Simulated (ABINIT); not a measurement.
# Rh (Fm-3m) in ABINIT: notebook

One crystal, Rh, is run at these levels: PBE; tasks: relaxation of cell and atoms.

All numbers are computed with ABINIT 10.8.3 (patched build); they aren't measurements. Logs are shortened: lines on timing, memory, paths and dates and some standing lists are left out, and cuts for length are marked. The log counts tension as positive stress, the text compression.

### Step 1. Starting point

Symmetry: Fm-3m, No. 225, cubic system. Conventional cell: a = 3.796 Å, b = 3.796 Å, c = 3.796 Å, α = 90.00°, β = 90.00°, γ = 90.00°. Rh (site symmetry m-3m) is surrounded by 12 Rh at 2.68 Å.

### Step 2. Relaxation of cell and atoms, PBE

run.abi reads:

```
# Pseudopotentials
pp_dirpath "./"
pseudos "Rh.GGA_PBE-JTH.xml"

# Structure
acell 2.6839652093 2.6839652093 2.6839652093 Angstrom
rprim
     0.0000000000     0.7071067812     0.7071067812
     0.7071067812     0.0000000000     0.7071067812
     0.7071067812     0.7071067812     0.0000000000
ntypat 1
znucl 45
natom 1
typat 1
xred
     0.0000000000     0.0000000000     0.0000000000
chkprim 0
chksymtnons 0
tolsym 1.0e-6

# Plane-wave basis
ecut 16.0
pawecutdg 32.0
pawxcdev 0

# k points
kptopt 1
ngkpt 12 12 12
nshiftk 1
shiftk 0.0 0.0 0.0

# Exchange and correlation
ixc 11

# Bands and occupations
nband 13
occopt 3
tsmear 0.05 eV

# SCF cycle
nstep 100
tolvrs 1.0e-9

# Output
iomode 3
prtwf 0
prtden 0
prteig 0
prtebands 0
enunit 2

# Relaxation
ionmov 2
ntime 60
tolmxf 0.0001
optcell 2
dilatmx 1.08
ecutsm 0.5
```

Potentials or basis: JTH PAW PBE v2.0.

Command:

```console
> abinit run.abi > log 2>&1
```

run.abo:

```text
.Version 10.8.3 of ABINIT
 Symmetries : space group Fm -3 m (#225); Bravais cF (face-center cubic)
================================================================================
 Values of the parameters that define the memory need of the present run
     intxc =       0    ionmov =       2      iscf =      17    lmnmax =      18
     lnmax =       6     mgfft =      20  mpssoang =       3    mqgrid =    3001
     natom =       1  nloc_mem =       2    nspden =       1   nspinor =       1
    nsppol =       1      nsym =      48    n1xccc =       1    ntypat =       1
    occopt =       3   xclevel =       2
       mpw =         366          nfft =        8000          nkpt =          72
 PAW method is used; the additional fine FFT grid is defined by:
   mgfftf=        30    nfftf =     27000
================================================================================
================================================================================

--------------------------------------------------------------------------------
------------- Echo of variables that govern the present computation ------------
--------------------------------------------------------------------------------
 -outvars: echo values of preprocessed input variables --------
            acell      5.0719591770E+00  5.0719591770E+00  5.0719591770E+00 Bohr
              amu      1.02905500E+02
          chkprim           0
      chksymtnons           0
          dilatmx      1.08000000E+00
             ecut      1.60000000E+01 Hartree
           ecutsm      5.00000000E-01 Hartree
           enunit           2
           ionmov           2
                       outvar_i_n : Printing only first  50 k-points.
              ixc          11
                       outvar_i_n : Printing only first  50 k-points.
         kptrlatt       12    0    0      0   12    0      0    0   12
          kptrlen      6.08635101E+01
            natom           1
            nband          13
            ngfft          20      20      20
          ngfftdg          30      30      30
             nkpt          72
            nstep         100
             nsym          48
            ntime          60
           ntypat           1
                       prtocc : prtvol=0, do not print more k-points.
           occopt           3
          optcell           2
        pawecutdg      3.20000000E+01 Hartree
         pawxcdev           0
           prtden           0
        prtebands           0
           prteig           0
            prtwf           0
            rprim      0.0000000000E+00  7.0710678120E-01  7.0710678120E-01
                       7.0710678120E-01  0.0000000000E+00  7.0710678120E-01
                       7.0710678120E-01  7.0710678120E-01  0.0000000000E+00
          spgroup         225
[... 426 lines left out ...]

 ----iterations are completed or convergence reached----

 Mean square residual over all n,k,spin=   86.399E-11; max=  41.491E-08
 reduced coordinates (array xred) for    1 atoms
       0.000000000000      0.000000000000      0.000000000000
 rms dE/dt=  0.0000E+00; max dE/dt=  0.0000E+00; dE/dt below (all hartree)
    1       0.000000000000      0.000000000000      0.000000000000

 cartesian coordinates (angstrom) at end:
    1      0.00000000000000     0.00000000000000     0.00000000000000

 cartesian forces (hartree/bohr) at end:
    1     -0.00000000000000    -0.00000000000000    -0.00000000000000
 frms,max,avg= 0.0000000E+00 0.0000000E+00   0.000E+00  0.000E+00  0.000E+00 h/b

 cartesian forces (eV/Angstrom) at end:
    1     -0.00000000000000    -0.00000000000000    -0.00000000000000
 frms,max,avg= 0.0000000E+00 0.0000000E+00   0.000E+00  0.000E+00  0.000E+00 e/A
 length scales=  5.117089665831  5.117089665831  5.117089665831 bohr
              =  2.707847235468  2.707847235468  2.707847235468 angstroms
 Fermi (or HOMO) energy (hartree) =   0.58552   Average Vxc (hartree)=  -0.48593
 Eigenvalues (hartree) for nkpt=  72  k points:
 kpt#   1, nband= 13, wtk=  0.00058, kpt=  0.0000  0.0000  0.0000 (reduced coord)
  -2.31270   -1.11823   -1.11823   -1.11823    0.29771    0.47523    0.47523    0.47523
   0.54943    0.54943    1.17027    1.36516    1.36516
      occupation numbers for kpt#   1
   2.00000    2.00000    2.00000    2.00000    2.00000    2.00000    2.00000    2.00000
   2.00000    2.00000    0.00000    0.00000    0.00000
 prteigrs : prtvol=0 or 1, do not print more k-points.

 Fermi (or HOMO) energy (eV) =  15.93286   Average Vxc (eV)= -13.22279
 Eigenvalues (   eV  ) for nkpt=  72  k points:
 kpt#   1, nband= 13, wtk=  0.00058, kpt=  0.0000  0.0000  0.0000 (reduced coord)
 -62.93183  -30.42856  -30.42856  -30.42856    8.10103   12.93169   12.93169   12.93169
  14.95063   14.95063   31.84460   37.14795   37.14795
 prteigrs : prtvol=0 or 1, do not print more k-points.

--- !EnergyTerms
iteration_state     : {dtset: 1, itime: 4, icycle: 1, }
comment             : Components of total free energy in Hartree
kinetic             :  1.49844091963639E+01
hartree             :  1.90891976464452E+01
xc                  : -5.10224327087302E+00
Ewald energy        : -9.15495254638730E+01
psp_core            :  3.95082486672790E+00
local_psp           : -7.34318668834148E+01
PAW spherical_terms :  2.06395746427500E+01
internal            : -1.11419629265874E+02
'-kT*entropy'       : -3.21704703528460E-04
total_energy        : -1.11419950970577E+02
total_energy_eV     : -3.03189132136865E+03
...

--- !EnergyTermsDC
iteration_state     : {dtset: 1, itime: 4, icycle: 1, }
comment             : '"Double-counting" decomposition of free energy'
band_energy         : -7.13913304312894E+00
Ewald energy        : -9.15495254638730E+01
psp_core            :  3.95082486672790E+00
xc_dc               : -1.75310630078568E+01
PAW spherical_terms :  8.49273633824837E-01
internal            : -1.11419623014306E+02
'-kT*entropy'       : -3.21704703528460E-04
total_energy_dc     : -1.11419944719010E+02
total_energy_dc_eV  : -3.03189115125482E+03
...

--- !EnergyTermsWithPAWCore
iteration_state     : {dtset: 1, itime: 4, icycle: 1, }
comment             : 'Components of total free energy, including PAW core contributions'
Total energy        : -4.78438258051298E+03
Total energy DC     : -4.78438257426141E+03
Total energy (eV)   : -1.30189682346882E+05
Total energy DC (eV): -1.30189682176768E+05
...

 Cartesian components of stress tensor (hartree/bohr^3)
  sigma(1 1)=  1.30618489E-07  sigma(3 2)=  0.00000000E+00
  sigma(2 2)=  1.30618489E-07  sigma(3 1)=  0.00000000E+00
  sigma(3 3)=  1.30618489E-07  sigma(2 1)=  0.00000000E+00

-Cartesian components of stress tensor (GPa)         [Pressure= -3.8429E-03 GPa]
- sigma(1 1)=  3.84292861E-03  sigma(3 2)=  0.00000000E+00
- sigma(2 2)=  3.84292861E-03  sigma(3 1)=  0.00000000E+00
- sigma(3 3)=  3.84292861E-03  sigma(2 1)=  0.00000000E+00

== END DATASET(S) ==============================================================
================================================================================

 -outvars: echo values of variables after computation  --------
            acell      5.1170896658E+00  5.1170896658E+00  5.1170896658E+00 Bohr
           etotal     -1.1141994472E+02
            fcart     -0.0000000000E+00 -0.0000000000E+00 -0.0000000000E+00
            rprim      0.0000000000E+00  7.0710678119E-01  7.0710678119E-01
                       7.0710678119E-01  0.0000000000E+00  7.0710678119E-01
                       7.0710678119E-01  7.0710678119E-01  0.0000000000E+00
           strten      1.3061848860E-07  1.3061848859E-07  1.3061848858E-07
                       0.0000000000E+00  0.0000000000E+00  0.0000000000E+00
 Calculation completed.
```

Wall time 31 s (1 thread of Arm Neoverse V1, shared host); peak memory 0.09 GiB.

What came out:

```
Free energy                                           : -3031.8912 eV
Relaxed volume                                        : 14.04 Å³/atom
Relaxed cell                                          : a = 2.708 Å, b = 2.708 Å, c = 2.708 Å, α = 60.00°, β = 60.00°, γ = 60.00°
Space group after relaxing (to 0.05 Å)                : Fm-3m (No. 225)
Energy gained by relaxing                             : 8.5 meV/atom
Ionic steps                                           : 4
Pressure after relaxing                               : 0.0 GPa
Band gap on the k mesh                                : none (metal or under the smearing width)
Valence electrons inside the program's atomic spheres : Rh 14.84 (radii [1.1708] Å)
```

The path:
| step | energy change (eV) | largest force (eV/Å) | pressure (GPa) | volume (Å³) |
| --- | --- | --- | --- | --- |
| 1 | 0.0000 | 0.0000 | 7.60 | 13.67 |
| 2 | -0.0084 | 0.0000 | 0.92 | 13.99 |
| 3 | -0.0085 | 0.0000 | 0.04 | 14.04 |
| 4 | -0.0085 | 0.0000 | 0.00 | 14.04 |

Final structure:
```
CELL_PARAMETERS angstrom
0.00000 1.91474 1.91474
1.91474 0.00000 1.91474
1.91474 1.91474 0.00000
ATOMIC_POSITIONS crystal
Rh 0.00000 0.00000 0.00000
```

PBE usually gives volumes a little too large and moduli too small. Zero-point motion and thermal expansion aren't in these numbers.

### Step 3. Relaxation of cell and atoms, PBE, target pressure 5 GPa, at which the enthalpy is minimised

Changes to run.abi since step 2:

```diff
@@ -58 +58,2 @@
 ecutsm 0.5
+strtarget 3*-1.699465e-04 3*0.0
```

Potentials or basis: JTH PAW PBE v2.0.

Command:

```console
> abinit run.abi > log 2>&1
```

Wall time 24 s (1 thread of Arm Neoverse V1, shared host); peak memory 0.09 GiB.

It converged, with:

```yaml
Free_energy: -3031.8874 eV
Relaxed_volume: 13.79 Å³/atom
Relaxed_cell: a = 2.692 Å, b = 2.692 Å, c = 2.692 Å, α = 60.00°, β = 60.00°, γ = 60.00°
Space_group_after_relaxing_to_0.05_Å: Fm-3m (No. 225)
Energy_change_on_relaxing_the_enthalpy_is_what_falls: -4.7 meV/atom
Ionic_steps: 3
Pressure_after_relaxing: 5.0 GPa
Band_gap_on_the_k_mesh: none (metal or under the smearing width)
Valence_electrons_inside_the_program's_atomic_spheres: Rh 14.86 (radii [1.1708] Å)
```

The path:
| step | energy change (eV) | largest force (eV/Å) | pressure (GPa) | volume (Å³) |
| --- | --- | --- | --- | --- |
| 1 | 0.0000 | 0.0000 | 7.60 | 13.67 |
| 2 | -0.0044 | 0.0000 | 5.24 | 13.78 |
| 3 | -0.0047 | 0.0000 | 5.00 | 13.79 |

Final structure:
```xyz
1
Lattice="0.0000 1.9034 1.9034 1.9034 0.0000 1.9034 1.9034 1.9034 0.0000" Properties=species:S:1:pos:R:3 pbc="T T T"
Rh    0.0000    0.0000    0.0000
```

Levels at points of the mesh, in eV from the Fermi level:
```tsv
k point	band 4	band 5	band 6	band 7	band 8	band 9	band 10	band 11	band 12	band 13
(0.00, 0.00, 0.00)	-46.40	-7.97	-3.09	-3.09	-3.09	-1.01	-1.01	15.90	21.30	21.30
(0.50, 0.00, 0.00)	-46.50	-6.12	-3.17	-3.17	0.55	0.55	0.71	8.59	15.41	21.13
(0.50, 0.50, 0.00)	-46.66	-6.31	-5.94	0.52	0.97	0.97	3.23	12.21	13.25	13.25
```

PBE usually gives volumes a little too large and moduli too small. Zero-point motion and thermal expansion aren't in these numbers.

### Step 4. Relaxation of cell and atoms, PBE, target pressure 10 GPa, at which the enthalpy is minimised

Changes to run.abi since step 3:

```diff
@@ -58,2 +58,2 @@
 ecutsm 0.5
-strtarget 3*-1.699465e-04 3*0.0
+strtarget 3*-3.398931e-04 3*0.0
```

Command:

```console
> abinit run.abi > log 2>&1
```

It took 25 s on 1 thread of Arm Neoverse V1, shared host; peak memory 0.09 GiB.

The run converged. Its results:

```
Free energy                                            : -3031.8768 eV
Relaxed volume                                         : 13.56 Å³/atom
Relaxed cell                                           : a = 2.677 Å, b = 2.677 Å, c = 2.677 Å, α = 60.00°, β = 60.00°, γ = 60.00°
Space group after relaxing (to 0.05 Å)                 : Fm-3m (No. 225)
Energy change on relaxing (the enthalpy is what falls) : +5.9 meV/atom
Ionic steps                                            : 3
Pressure after relaxing                                : 10.0 GPa
Band gap on the k mesh                                 : none (metal or under the smearing width)
Valence electrons inside the program's atomic spheres  : Rh 14.91 (radii [1.1708] Å)
```

The path:
```csv
step,energy change (eV),largest force (eV/Å),pressure (GPa),volume (Å³)
1,0.0000,0.0000,7.60,13.67
2,0.0054,0.0000,9.84,13.57
3,0.0059,0.0000,10.00,13.56
```

Final structure:
```
CELL_PARAMETERS angstrom
0.00000 1.89288 1.89288
1.89288 0.00000 1.89288
1.89288 1.89288 0.00000
ATOMIC_POSITIONS crystal
Rh 0.00000 0.00000 0.00000
```

Levels at points of the mesh, in eV from the Fermi level:
```tsv
k point	band 4	band 5	band 6	band 7	band 8	band 9	band 10	band 11	band 12	band 13
(0.00, 0.00, 0.00)	-46.43	-8.09	-3.17	-3.17	-3.17	-1.04	-1.04	15.88	21.37	21.37
(0.50, 0.00, 0.00)	-46.53	-6.26	-3.25	-3.25	0.56	0.56	0.69	8.76	15.40	21.28
(0.50, 0.50, 0.00)	-46.71	-6.47	-6.10	0.53	0.99	0.99	3.25	12.42	13.34	13.34
```

### Step 5. Relaxation of cell and atoms, PBE, target pressure 20 GPa, at which the enthalpy is minimised

Changes to run.abi since step 4:

```diff
@@ -58,2 +58,2 @@
 ecutsm 0.5
-strtarget 3*-3.398931e-04 3*0.0
+strtarget 3*-6.797862e-04 3*0.0
```

Command:

```console
> abinit run.abi > log 2>&1
```

Run time: 26 s. Hardware: 1 thread of Arm Neoverse V1, shared host; peak memory 0.09 GiB.

Results (log left out):

* Free energy: -3031.8389 eV
* Relaxed volume: 13.16 Å³/atom
* Relaxed cell: a = 2.650 Å, b = 2.650 Å, c = 2.650 Å, α = 60.00°, β = 60.00°, γ = 60.00°
* Space group after relaxing (to 0.05 Å): Fm-3m (No. 225)
* Energy change on relaxing (the enthalpy is what falls): +43.7 meV/atom
* Ionic steps: 3
* Pressure after relaxing: 20.0 GPa
* Band gap on the k mesh: none (metal or under the smearing width)
* Valence electrons inside the program's atomic spheres: Rh 14.93 (radii [1.1708] Å)

The path:
```tsv
step	energy change (eV)	largest force (eV/Å)	pressure (GPa)	volume (Å³)
1	0.0000	0.0000	7.60	13.67
2	0.0434	0.0000	19.92	13.16
3	0.0437	0.0000	20.00	13.16
```

Final structure:
```
Rh
1.0
     0.00000    1.87372    1.87372
     1.87372    0.00000    1.87372
     1.87372    1.87372    0.00000
Rh
1
Direct
  0.00000 0.00000 0.00000
```

Levels at points of the mesh, in eV from the Fermi level:
```csv
k point,band 4,band 5,band 6,band 7,band 8,band 9,band 10,band 11,band 12,band 13
"(0.00, 0.00, 0.00)",-46.49,-8.32,-3.33,-3.33,-3.33,-1.09,-1.09,15.84,21.50,21.50
"(0.50, 0.00, 0.00)",-46.60,-6.53,-3.42,-3.42,0.59,0.59,0.66,9.08,15.37,21.54
"(0.50, 0.50, 0.00)",-46.80,-6.78,-6.39,0.56,1.05,1.05,3.29,12.81,13.52,13.52
```

### Step 6. Overview

```csv
cell,gap on the mesh (eV),pressure (GPa)
relaxed,none,0.0
relaxed to 5 GPa,none,5.0
relaxed to 10 GPa,none,10.0
relaxed to 20 GPa,none,20.0
```

Alike in all rows: task relaxation of cell and atoms; level PBE; potentials or basis JTH PAW PBE v2.0; no spin polarisation; k mesh 12 × 12 × 12; cutoff (eV) 435; smearing fermi-dirac 0.05 eV.

Total energies depend on the potentials used, so only differences within one code and one set of settings carry meaning.
